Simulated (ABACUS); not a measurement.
Al in ABACUS: the effect of dispersion

Al:

```
CELL_PARAMETERS angstrom
-0.02004 1.93043 2.00211
1.96177 0.00976 1.97231
2.01726 1.95611 -0.04572
ATOMIC_POSITIONS crystal
Al 0.00000 0.00000 0.00000
```

The cell isn't the ideal one: volume scaled by 0.94.

Alike in all runs:

| Item | Value |
| --- | --- |
| Program | ABACUS 3.10.1 |
| Task | equation of state |
| Functional | PBEsol |
| Potentials or basis | PseudoDojo NC SR 0.4.1 PBE standard |
| Cutoff | 1361 eV |
| Density cutoff | 5442 eV |
| Basis | DZP LCAO (the cutoffs set its grid) |
| k mesh | 8 × 8 × 8 |
| Occupations | fermi-dirac, width 0.05 eV |
| Spin | no spin polarisation |

| dispersion | pressure (GPa) |
| --- | --- |
| none | 4.9 |
| D3 | 3.2 |
| D3(BJ) | ? |

Problem. What does the run with dispersion D3(BJ) give?

Solution. Pressure 1.4 GPa.

Caveats: the atomic orbitals were generated for these runs and aren't a published set; the potentials were made for another functional, which shifts forces and pressure; the basis of atomic orbitals isn't converged, which shifts pressures, moduli and gaps; pairwise dispersion overbinds metals, which lowers pressure and volume (some runs).
